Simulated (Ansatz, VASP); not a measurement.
## One calculation of IrO, two programs

```xyz
2
Lattice="2.7817 0.0000 0.0000 0.0000 2.7817 0.0000 0.0000 0.0000 2.7817" Properties=species:S:1:pos:R:3 pbc="T T T"
Ir    0.0000    0.0000    0.0000
O     1.3908    1.3908    1.3908
```

Alike in both runs: task relaxation of cell and atoms; functional PBE; k mesh 6 × 6 × 6; occupations gaussian, width 0.1 eV; no spin polarisation.

|  | VASP | Ansatz |
| --- | --- | --- |
| version | VASP 6.6.1 | Ansatz 0.2.0 |
| potentials or method | VASP PAW PBE potentials, release 64 (Ir, O) | scalar-relativistic, plane waves, PAW |
| plane-wave cutoff (eV) | 600 | 420 |
| valence electrons in the cell | 15 | 23 |

|  | VASP | Ansatz | Ansatz less VASP |
| --- | --- | --- | --- |
| gap on the k mesh at the Fermi level, each at its own relaxed structure (eV) | none | none | - |
| relaxed volume (Å³/atom) | 11.11 | 11.10 | -0.009 |
| relaxed cell length with the largest relative difference (Å) | 2.811 | 2.810 | -0.0007 |
| energy change over the relaxation (meV/atom) | -9 | -8 | +0.5 |

A gap of «none» marks a metal or a gap that the smearing closes. The two sets of potentials don't hold the same shells in valence.

Caveats: the k mesh is coarse (spacing up to 0.38 Å⁻¹), so the values aren't converged; an odd number of electrons without spin polarisation forces a metal; a magnetic or distorted state may lie lower. The runs have no spin-orbit coupling, so splittings on Ir are missing.
